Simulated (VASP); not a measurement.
# LiSe2 (P-3m1) in VASP: reference runs

Reference runs on LiSe2: the cell as given.

Everything below comes from runs of VASP 6.6.1. Logs are shortened: lines on timing, memory, paths and dates and some standing lists are left out, and cuts for length are marked.

### 1 Starting point

It takes space group P-3m1 (No. 164, trigonal). Conventional cell: a = 4.034 Å, b = 4.034 Å, c = 3.956 Å, α = 90.00°, β = 90.00°, γ = 120.00°. Li (site symmetry -3m) has 6 Se at 2.56 Å as nearest neighbours. Se (site symmetry 3m) has 3 Li at 2.56 Å as nearest neighbours.

The cell was built by a generator and needn't be a form met in nature.

### 2 Single point, PBE

File INCAR:

```
PREC = Accurate
ENCUT = 520
EDIFF = 1E-7
ISMEAR = -1
SIGMA = 0.05
LREAL = F
LASPH = T
NELM = 80
ALGO = Normal
ISIF = 2
LWAVE = F
LCHARG = T
GGA = PE
LELF = T
LVHAR = T
NBANDS = 14
```

File KPOINTS:

```
regular mesh
0
Gamma
  8 8 7
```

File POSCAR:

```
LiSe2
1.0
    4.0338200000      0.0000000000      0.0000000000
   -2.0169100000      3.4933900000      0.0000000000
    0.0000000000      0.0000000000      3.9562200000
Li Se
1 2
Direct
    0.0000000000      0.0000000000      0.5000000000
    0.3333300000      0.6666700000      0.7664300000
    0.6666700000      0.3333300000      0.2335700000
```

Potentials or basis: VASP PAW PBE potentials, release 64 (Li_sv, Se).

Run with:

```
cat potpaw_PBE.64/Li_sv/POTCAR potpaw_PBE.64/Se/POTCAR > POTCAR
mpirun -np 1 vasp_std > vasp.out
```

OUTCAR:

```text
PREC = Accurate
   ENCUT = 520
   EDIFF = 1E-7
   ISMEAR = -1
   LREAL = F
   LASPH = T
   NELM = 80
   ISIF = 2
   GGA = PE

 ion  position               nearest neighbor table
   1  0.000  0.000  0.500-   2 2.56   3 2.56   2 2.56   3 2.56   3 2.56   2 2.56
   2  0.333  0.667  0.766-   1 2.56   1 2.56   1 2.56
   3  0.667  0.333  0.234-   1 2.56   1 2.56   1 2.56

  LATTYP: Found a hexagonal cell.
 ALAT       =     4.0338200000
 C/A-ratio  =     0.9807626518

  Lattice vectors:

 A1 = (   4.0338200000,   0.0000000000,   0.0000000000)
 A2 = (  -2.0169100000,   3.4933900000,   0.0000000000)
 A3 = (   0.0000000000,   0.0000000000,   3.9562200000)

Analysis of symmetry for initial positions (statically):
=====================================================================
 Subroutine PRICEL returns:
 Original cell was already a primitive cell.

 Routine SETGRP: Setting up the symmetry group for a
 hexagonal supercell.

 Subroutine GETGRP returns: Found  4 space group operations
 (whereof  4 operations were pure point group operations)
 out of a pool of 24 trial point group operations.

The static configuration has the point symmetry C_2h.

Analysis of symmetry for dynamics (positions and initial velocities):
=====================================================================
 Subroutine PRICEL returns:
 Original cell was already a primitive cell.

 Routine SETGRP: Setting up the symmetry group for a
 hexagonal supercell.

 Subroutine GETGRP returns: Found  4 space group operations
 (whereof  4 operations were pure point group operations)
 out of a pool of 24 trial point group operations.

The dynamic configuration has the point symmetry C_2h.

 Subroutine INISYM returns: Found  4 space group operations
 (whereof  4 operations are pure point group operations),
 and found     1 'primitive' translations

----------------------------------------------------------------------------------------

                                     Primitive cell

  volume of cell :      55.7499

  direct lattice vectors                    reciprocal lattice vectors
     4.033820000  0.000000000  0.000000000     0.247903972  0.143127449  0.000000000
    -2.016910000  3.493390000  0.000000000     0.000000000  0.286254899  0.000000000
     0.000000000  0.000000000  3.956220000     0.000000000  0.000000000  0.252766530

  length of vectors
[... 95 lines left out ...]
   NELECT =      15.0000    total number of electrons
   NUPDOWN=      -1.0000    fix difference up-down
   EMIN   =  10.00;   EMAX   =-10.00  energy-range for DOS
   EFERMI =   0.00;   METHOD = LEGACY
   ISMEAR =    -1;   SIGMA  =   0.05  broadening in eV -4-tet -1-fermi 0-gaus
   EFERMI_NEDOS =   21; number of points for ismear=-14 and -15
   IALGO  =     38    algorithm
   IMIX   =      4    mixing-type and parameters
     AMIX     =   0.40;   BMIX     =  1.00
     AMIX_MAG =   1.60;   BMIX_MAG =  1.00
  volume/ion in A,a.u.               =      18.58       125.41
  Fermi-wavevector in a.u.,A,eV,Ry     =   1.056876  1.997205 15.197520  1.116986
  Thomas-Fermi vector in A             =   2.192128
   LORBIT       =      0    0 simple, 1 ext, 2 COOP (PROOUT), +10 PAW based schemes
   GGA     = PE    functional components
   LHFCALC =     F    Hartree Fock is set to
   AEXX    =    0.0000 exact exchange contribution
   IVDW    =     0    specifies the selected vdW correction
   LEPSILON=     F    determine dielectric tensor
   LRPA    =     F    only Hartree local field effects (RPA)
 non-spin polarized calculation
  energy-cutoff  :      520.00
  volume of cell :       55.75
 maximum number of plane-waves:      1529
 NGX is ok and might be reduce to    30
   NGX = 15   NGY = 15   NGZ = 15

 number of electron      15.0000007 magnetization

 Free energy of the ion-electron system (eV)
  ---------------------------------------------------
  ext. energy  EPLUGINS =         0.00000000
  ---------------------------------------------------
  free energy    TOTEN  =        -9.53702732 eV

  energy without entropy =       -9.52685073  energy(sigma->0) =       -9.53193903

 E-fermi :   3.9574     XC(G=0):  -9.7025

 val. band max:        3.9572376985   @ k =  -0.3750  -0.2500   0.1429
 cond. band min:       4.0426085913   @ k =   0.1250  -0.1250   0.4286
 fundamental gap:      0.0853708929
 Fermi energy:         3.9574428092

 k-point     1 :       0.0000    0.0000    0.0000
  band No.  band energies     occupation
      1     -41.5605      2.00000
      2     -10.7418      2.00000
      3      -6.7410      2.00000
      4       0.3041      2.00000
      5       1.3740      2.00000
      6       1.3742      2.00000
      7       3.5145      1.99972
      8       3.5148      1.99971
      9       5.8980      0.00000
     10       7.8346      0.00000
     11       9.6982      0.00000
     12      11.7265      0.00000
     13      11.7268      0.00000
     14      14.6895      0.00000
[... 377 lines left out ...]
      1     -41.5603      2.00000
      2     -10.4890      2.00000
      3      -7.1259      2.00000
      4       0.2174      2.00000
      5       1.2131      2.00000
      6       1.4421      2.00000
      7       3.3901      1.99998
      8       3.7414      1.97375
      9       5.1986      0.00000
     10       8.7007      0.00000
     11      10.2631      0.00000
     12      10.7664      0.00000
     13      11.3871      0.00000
     14      13.4621      0.00000

 [... further k-points ...]

------------------------ aborting loop because EDIFF is reached ----------------------------------------

  FORCE on cell =-STRESS in cart. coord.  units (eV):
  Direction    XX          YY          ZZ          XY          YZ          ZX
  --------------------------------------------------------------------------------------
  -------------------------------------------------------------------------------------
  Total        1.1264151      1.1262386      0.8277670     -0.0001525     -0.0000393      0.0000681
  in kB       32.3716630     32.3665918     23.7889175     -0.0043822     -0.0011294      0.0019557
  external PRESSURE =      29.5090574 kB  Pullay stress =       0.0000000 kB

 VOLUME and BASIS-vectors are now :
 -----------------------------------------------------------------------------
  energy-cutoff  :      520.00
  volume of cell :       55.75
      direct lattice vectors                 reciprocal lattice vectors
     4.033820000  0.000000000  0.000000000     0.247903972  0.143127449  0.000000000
    -2.016910000  3.493390000  0.000000000     0.000000000  0.286254899  0.000000000
     0.000000000  0.000000000  3.956220000     0.000000000  0.000000000  0.252766530

 POSITION                                       TOTAL-FORCE (eV/Angst)
 -----------------------------------------------------------------------------------
      0.00000      0.00000      1.97811        -0.000000      0.000000      0.000000
     -0.00002      2.32894      3.03217        -0.000041      0.000024      0.017338
      2.01693      1.16445      0.92405         0.000041     -0.000024     -0.017338
 -----------------------------------------------------------------------------------
    total drift:                                0.000000      0.000000      0.000000

  FREE ENERGIE OF THE ION-ELECTRON SYSTEM (eV)
  ---------------------------------------------------
  free  energy   TOTEN  =        -9.5370273233 eV

  energy  without entropy=       -9.5268507306  energy(sigma->0) =       -9.53193903
```

stdout:

```text
POSCAR found type information on POSCAR LiSe
 POSCAR found :  2 types and       3 ions
 scaLAPACK will be used
 LDA part: xc-table for (Slater+PW92), standard interpolation
 POSCAR, INCAR and KPOINTS ok, starting setup
 FFT: planning ... GRIDC
 FFT: planning ... GRID_SOFT
 FFT: planning ... GRID
 WAVECAR not read
 entering main loop
```

Run time: 38 s. Hardware: 1 thread of Intel Xeon 6975P-C (Granite Rapids), shared host; peak memory 0.23 GiB.

Results:

| Item | Value |
| --- | --- |
| Free energy | -9.5370 eV |
| Largest force | 0.017 eV/Å |
| Band gap on the k mesh | none (metal or under the smearing width) |

Forces on the atoms (eV/Å):
```
Li   0.000  0.000  0.000
Se   0.000  0.000  0.017
Se   0.000  0.000 -0.017
```

Caveat: the cutoff is under 1.25 times the usual one of these potentials, so pressure, stress and relaxed cells hold a basis-set (Pulay) error.
